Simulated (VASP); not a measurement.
Write the native input for VASP 6.6.1 that does the following.

* Task: relaxation of cell and atoms
* Functional: PBE
* Potentials or basis: VASP PAW PBE potentials, release 64 (Ti_sv, Pb_d, O)
* Cutoff: 600 eV
* k mesh: 8 × 8 × 8
* Occupations: gaussian, width 0.03 eV
* Spin: no spin polarisation
* Further INCAR settings: ALGO = Normal; EDIFF = 1e-06; IBRION = 2; EDIFFG = -0.01; NSW = 90; ISIF = 3

The structure of TiPbO3 lies in POSCAR:

```
TiPbO3
1.0
    3.8992000000      0.0000000000      0.0000000000
    0.0000000000      3.8992000000      0.0000000000
    0.0000000000      0.0000000000      4.1499000000
Ti Pb O
1 1 3
Direct
    0.5000000000      0.5000000000      0.5382000000
    0.0000000000      0.0000000000      0.0000000000
    0.5000000000      0.5000000000      0.1130000000
    0.5000000000      0.0000000000      0.6150000000
    0.0000000000      0.5000000000      0.6150000000
```

These files were run (other wordings do the same):

INCAR

```
PREC = Accurate ; ENCUT = 600
EDIFF = 1E-6 ; ISMEAR = 0
SIGMA = 0.03 ; LREAL = F
LASPH = T ; NELM = 80
ALGO = Normal ; ISIF = 3
LWAVE = F ; LCHARG = F
GGA = PE ; IBRION = 2
NSW = 90 ; EDIFFG = -0.01
KPAR = 2
```

KPOINTS

```
Automatic mesh
0
Gamma
  8 8 8
```

Potentials or basis: VASP PAW PBE potentials, release 64 (Ti_sv, Pb_d, O).

Command:

```console
$ cat potpaw_PBE.64/Ti_sv/POTCAR potpaw_PBE.64/Pb_d/POTCAR potpaw_PBE.64/O/POTCAR > POTCAR
$ mpirun -np 2 vasp_std > vasp.out
```

Results of the run:

The relaxed volume is 14.02 Å³/atom and the relaxed cell is a = 3.842 Å, b = 3.842 Å, c = 4.748 Å, α = 90.00°, β = 90.00°, γ = 90.00°. The space group after relaxing (to 0.05 Å) is P4mm (No. 99), the energy gained by relaxing is 19.2 meV/atom and the ionic steps are 42. The pressure after relaxing is 0.0 GPa, the largest force after relaxing is 0.008 eV/Å and the band gap on the k mesh is 1.92 eV, indirect (least direct gap 2.89 eV).

Caveat: spin-orbit coupling is left out, which as a rule narrows the gap of such compounds by several tenths of an eV; the volume moved by +11 % from the deposited cell, more than functionals usually miss.

Run time: 23 min on 2 MPI ranks on Intel(R) Xeon(R) Platinum 8259CL CPU @ 2.50GHz (Skylake/Cascade Lake) (shared host), peak memory 0.31 GiB a rank.
